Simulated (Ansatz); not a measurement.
Bands of SrO

```
CELL_PARAMETERS angstrom
0.00000 2.56980 2.56980
2.56980 0.00000 2.56980
2.56980 2.56980 0.00000
ATOMIC_POSITIONS crystal
Sr 0.00000 0.00000 0.00000
O 0.50000 0.50000 0.50000
```

Atom numbers follow the list: Sr1, O2.

Conventional cell: a = 5.140 Å, b = 5.140 Å, c = 5.140 Å, α = 90.00°, β = 90.00°, γ = 90.00°. Sr (atom 1) is surrounded by 6 O at 2.57 Å. O (atom 2) is surrounded by 6 Sr at 2.57 Å.

The geometry is COD entry 1100027, unchecked; take it as a test cell. It is an old determination, and later ones may differ.

Theory: DFT, PBE, all-electron LAPW, Dirac equation with spin-orbit coupling (Ansatz 0.2.0).

Numerical set-up: a Γ-centred 8×8×8 k mesh, Fermi–Dirac smearing of 0.03 eV, basis error target 0.5 meV/atom, no spin polarisation.

Points in fractions of the reciprocal vectors of this cell: Γ (0, 0, 0), X (0.5, 0, 0.5), U (0.625, 0.25, 0.625), K (0.375, 0.375, 0.75), L (0.5, 0.5, 0.5), W (0.5, 0.25, 0.75). The path joins them by straight lines in the order Γ–X–U–K–Γ–L–W–X; legs that retrace an earlier one aren't tabulated. Energies are in eV from the top of the valence band.

(1) Metal or insulator at this level of theory?

(2) Tabulate bands 30 to 37, counted from the lowest band of the run, along the path.

Answers

(1) An insulator or semiconductor: gap 3.29 eV, indirect from Γ to X (0.5, 0, 0.5) (the direct gap is only 0.06 eV larger).

(2) 
```json
{"k (1/Å)": "0.00", "point": "Γ", "band 30": "-0.06", "band 31": "0.00", "band 32": "0.00", "band 33": "0.00", "band 34": "0.00", "band 35": "4.00", "band 36": "4.00", "band 37": "6.23"}
{"k (1/Å)": "0.24", "point": "", "band 30": "-0.56", "band 31": "-0.09", "band 32": "-0.09", "band 33": "-0.04", "band 34": "-0.04", "band 35": "4.54", "band 36": "4.54", "band 37": "5.77"}
{"k (1/Å)": "0.49", "point": "", "band 30": "-1.24", "band 31": "-0.17", "band 32": "-0.17", "band 33": "-0.11", "band 34": "-0.11", "band 35": "4.85", "band 36": "4.85", "band 37": "5.49"}
{"k (1/Å)": "0.73", "point": "", "band 30": "-1.25", "band 31": "-0.19", "band 32": "-0.19", "band 33": "-0.12", "band 34": "-0.12", "band 35": "4.02", "band 36": "4.02", "band 37": "6.51"}
{"k (1/Å)": "0.98", "point": "", "band 30": "-0.74", "band 31": "-0.15", "band 32": "-0.15", "band 33": "-0.08", "band 34": "-0.08", "band 35": "3.48", "band 36": "3.48", "band 37": "7.45"}
{"k (1/Å)": "1.22", "point": "X", "band 30": "-0.43", "band 31": "-0.13", "band 32": "-0.13", "band 33": "-0.06", "band 34": "-0.06", "band 35": "3.29", "band 36": "3.29", "band 37": "7.84"}
{"k (1/Å)": "1.31", "point": "", "band 30": "-0.43", "band 31": "-0.17", "band 32": "-0.17", "band 33": "-0.09", "band 34": "-0.09", "band 35": "3.36", "band 36": "3.36", "band 37": "7.89"}
{"k (1/Å)": "1.40", "point": "", "band 30": "-0.45", "band 31": "-0.28", "band 32": "-0.28", "band 33": "-0.18", "band 34": "-0.18", "band 35": "3.57", "band 36": "3.57", "band 37": "8.04"}
{"k (1/Å)": "1.48", "point": "", "band 30": "-0.51", "band 31": "-0.43", "band 32": "-0.43", "band 33": "-0.29", "band 34": "-0.29", "band 35": "3.89", "band 36": "3.89", "band 37": "8.27"}
{"k (1/Å)": "1.57", "point": "", "band 30": "-0.72", "band 31": "-0.47", "band 32": "-0.47", "band 33": "-0.42", "band 34": "-0.42", "band 35": "4.31", "band 36": "4.31", "band 37": "8.39"}
{"k (1/Å)": "1.65", "point": "U", "band 30": "-0.96", "band 31": "-0.58", "band 32": "-0.58", "band 33": "-0.46", "band 34": "-0.46", "band 35": "4.80", "band 36": "4.80", "band 37": "7.91"}
{"k (1/Å)": "1.80", "point": "", "band 30": "-1.11", "band 31": "-0.61", "band 32": "-0.61", "band 33": "-0.48", "band 34": "-0.48", "band 35": "5.19", "band 36": "5.19", "band 37": "7.38"}
{"k (1/Å)": "1.95", "point": "", "band 30": "-1.22", "band 31": "-0.60", "band 32": "-0.60", "band 33": "-0.51", "band 34": "-0.51", "band 35": "5.80", "band 36": "5.80", "band 37": "6.58"}
{"k (1/Å)": "2.10", "point": "", "band 30": "-1.22", "band 31": "-0.60", "band 32": "-0.60", "band 33": "-0.51", "band 34": "-0.51", "band 35": "5.80", "band 36": "5.80", "band 37": "6.58"}
{"k (1/Å)": "2.25", "point": "", "band 30": "-1.11", "band 31": "-0.61", "band 32": "-0.61", "band 33": "-0.48", "band 34": "-0.48", "band 35": "5.19", "band 36": "5.19", "band 37": "7.38"}
{"k (1/Å)": "2.40", "point": "K", "band 30": "-0.96", "band 31": "-0.58", "band 32": "-0.58", "band 33": "-0.46", "band 34": "-0.46", "band 35": "4.80", "band 36": "4.80", "band 37": "7.91"}
{"k (1/Å)": "2.66", "point": "", "band 30": "-1.54", "band 31": "-0.94", "band 32": "-0.94", "band 33": "-0.47", "band 34": "-0.47", "band 35": "6.38", "band 36": "6.38", "band 37": "6.73"}
{"k (1/Å)": "2.92", "point": "", "band 30": "-1.67", "band 31": "-1.01", "band 32": "-1.01", "band 33": "-0.39", "band 34": "-0.39", "band 35": "5.99", "band 36": "5.99", "band 37": "6.89"}
{"k (1/Å)": "3.18", "point": "", "band 30": "-1.26", "band 31": "-0.72", "band 32": "-0.72", "band 33": "-0.23", "band 34": "-0.23", "band 35": "5.76", "band 36": "5.76", "band 37": "5.91"}
{"k (1/Å)": "3.44", "point": "", "band 30": "-0.50", "band 31": "-0.26", "band 32": "-0.26", "band 33": "-0.08", "band 34": "-0.08", "band 35": "4.65", "band 36": "4.65", "band 37": "6.00"}
{"k (1/Å)": "3.70", "point": "Γ", "band 30": "-0.06", "band 31": "0.00", "band 32": "0.00", "band 33": "0.00", "band 34": "0.00", "band 35": "4.00", "band 36": "4.00", "band 37": "6.23"}
{"k (1/Å)": "3.91", "point": "", "band 30": "-0.33", "band 31": "-0.16", "band 32": "-0.16", "band 33": "-0.13", "band 34": "-0.13", "band 35": "4.46", "band 36": "4.46", "band 37": "6.13"}
{"k (1/Å)": "4.12", "point": "", "band 30": "-0.96", "band 31": "-0.47", "band 32": "-0.47", "band 33": "-0.44", "band 34": "-0.44", "band 35": "5.55", "band 36": "5.55", "band 37": "6.01"}
{"k (1/Å)": "4.34", "point": "", "band 30": "-1.58", "band 31": "-0.80", "band 32": "-0.80", "band 33": "-0.78", "band 34": "-0.78", "band 35": "6.11", "band 36": "6.11", "band 37": "6.87"}
{"k (1/Å)": "4.55", "point": "", "band 30": "-2.01", "band 31": "-1.05", "band 32": "-1.05", "band 33": "-1.03", "band 34": "-1.03", "band 35": "6.41", "band 36": "6.41", "band 37": "7.96"}
{"k (1/Å)": "4.76", "point": "L", "band 30": "-2.16", "band 31": "-1.14", "band 32": "-1.14", "band 33": "-1.13", "band 34": "-1.13", "band 35": "6.58", "band 36": "6.58", "band 37": "8.41"}
{"k (1/Å)": "4.93", "point": "", "band 30": "-2.04", "band 31": "-1.09", "band 32": "-1.09", "band 33": "-1.06", "band 34": "-1.06", "band 35": "6.56", "band 36": "6.56", "band 37": "7.78"}
{"k (1/Å)": "5.10", "point": "", "band 30": "-1.74", "band 31": "-0.96", "band 32": "-0.96", "band 33": "-0.89", "band 34": "-0.89", "band 35": "6.46", "band 36": "6.46", "band 37": "7.04"}
{"k (1/Å)": "5.28", "point": "", "band 30": "-1.41", "band 31": "-0.75", "band 32": "-0.75", "band 33": "-0.67", "band 34": "-0.67", "band 35": "6.29", "band 36": "6.29", "band 37": "6.48"}
{"k (1/Å)": "5.45", "point": "", "band 30": "-1.20", "band 31": "-0.55", "band 32": "-0.55", "band 33": "-0.48", "band 34": "-0.48", "band 35": "6.10", "band 36": "6.10", "band 37": "6.14"}
{"k (1/Å)": "5.62", "point": "W", "band 30": "-1.13", "band 31": "-0.47", "band 32": "-0.47", "band 33": "-0.39", "band 34": "-0.39", "band 35": "6.03", "band 36": "6.03", "band 37": "6.03"}
{"k (1/Å)": "5.75", "point": "", "band 30": "-1.04", "band 31": "-0.47", "band 32": "-0.47", "band 33": "-0.37", "band 34": "-0.37", "band 35": "5.18", "band 36": "5.18", "band 37": "6.95"}
{"k (1/Å)": "5.87", "point": "", "band 30": "-0.80", "band 31": "-0.46", "band 32": "-0.46", "band 33": "-0.30", "band 34": "-0.30", "band 35": "4.43", "band 36": "4.43", "band 37": "7.90"}
{"k (1/Å)": "5.99", "point": "", "band 30": "-0.50", "band 31": "-0.43", "band 32": "-0.43", "band 33": "-0.21", "band 34": "-0.21", "band 35": "3.83", "band 36": "3.83", "band 37": "8.18"}
{"k (1/Å)": "6.11", "point": "", "band 30": "-0.44", "band 31": "-0.21", "band 32": "-0.21", "band 33": "-0.11", "band 34": "-0.11", "band 35": "3.43", "band 36": "3.43", "band 37": "7.94"}
{"k (1/Å)": "6.23", "point": "X", "band 30": "-0.43", "band 31": "-0.13", "band 32": "-0.13", "band 33": "-0.06", "band 34": "-0.06", "band 35": "3.29", "band 36": "3.29", "band 37": "7.84"}
```
